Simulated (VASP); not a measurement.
Set up this calculation in VASP 6.6.1, as the native input.

| Quantity | Value |
| --- | --- |
| Task | single point |
| Functional | LDA |
| Potentials or basis | VASP PAW LDA potentials, release 64 (C) |
| Cutoff | 520 eV |
| k mesh | 16 × 16 × 4 |
| Occupations | fermi-dirac, width 0.05 eV |
| Spin | no spin polarisation |
| Further INCAR settings | ALGO = Normal; EDIFF = 1e-06 |

The structure of C lies in POSCAR:

```
C
1.0
    2.4610000000      0.0000000000      0.0000000000
   -1.2305000000      2.1312885187      0.0000000000
    0.0000000000      0.0000000000      6.7080000000
C
4
Direct
    0.0000000000      0.0000000000      0.2500000000
    0.3333333333      0.6666666667      0.2500000000
    0.0000000000      0.0000000000      0.7500000000
    0.3333333333      0.6666666667      0.7500000000
```

The cell was built by a generator and needn't be a form met in nature.

The input as run:

INCAR

```
  PREC = Accurate
  ENCUT = 520
  EDIFF = 1E-6
  ISMEAR = -1
  SIGMA = 0.05
  LREAL = False
  LASPH = True
  NELM = 100
  ALGO = Normal
  ISIF = 2
  LWAVE = False
  LCHARG = False
```

KPOINTS

```
regular mesh
0
Gamma
  16 16 4
```

Potentials or basis: VASP PAW LDA potentials, release 64 (C).

Run with:

```sh
$ cat potpaw_LDA.64/C/POTCAR > POTCAR
$ mpirun -np 1 vasp_std > vasp.out
```

It gave:

```
Pressure               : -4.2 GPa
Band gap on the k mesh : 0.17 eV
```

Wall time 16 s on 1 thread of Intel(R) Xeon(R) Platinum 8559C (Emerald Rapids) (shared host), peak memory 0.14 GiB.
